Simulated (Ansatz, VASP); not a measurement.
**BaTiO3 in VASP and in Ansatz**

```
CELL_PARAMETERS angstrom
3.99980 0.00000 0.00000
0.00000 3.99980 0.00000
0.00000 0.00000 4.01800
ATOMIC_POSITIONS crystal
Ba 0.00000 0.00000 0.00000
Ti 0.50000 0.50000 0.49000
O 0.00000 0.50000 0.51700
O 0.50000 0.00000 0.51700
O 0.50000 0.50000 0.01900
```

Alike in both runs: functional PBE; k mesh 7 × 7 × 7; occupations gaussian, width 0.02 eV; no spin polarisation.

|  | VASP | Ansatz |
| --- | --- | --- |
| version | VASP 6.6.1 | Ansatz 0.2.0 |
| potentials or method | VASP PAW PBE potentials, release 64 (Ba_sv, Ti_sv, O) | Ansatz PAW |
| plane-wave cutoff (eV) | 520 | 420 |
| valence electrons in the cell | 40 | 40 |
| task | optical spectrum | single point |

|  | VASP | Ansatz | Ansatz less VASP |
| --- | --- | --- | --- |
| gap on the k mesh at the Fermi level (eV) | 1.87 | 1.93 | +0.064 |
| least direct gap on the mesh (eV) | 2.06 | 2.09 | +0.026 |
| pressure (GPa) | 4.2 | 2.4 | -1.79 |
| largest component of the traceless stress (GPa) | 0.62 | 0.59 | -0.037 |
| rms of the force components (eV/Å) | 0.090 | 0.097 | +0.0072 |

Atom by atom the forces differ by 0.017 eV/Å (rms over components). With one functional, cell and mesh, what is left measures potentials, basis and numerics.

Caveats: spin-orbit coupling is left out, which moves the levels of the heavy elements; spectra need much finer meshes, so this one isn't converged (VASP); independent-particle spectra lack excitons (VASP); an odd mesh through Γ misses points on the zone boundary, where band edges often lie (VASP); odd divisions of the mesh miss points on the zone boundary, where band edges often lie, so the gap on the mesh can be too wide (Ansatz); the pressure holds a Pulay correction of +0.5 GPa for the finite cutoff (Ansatz).
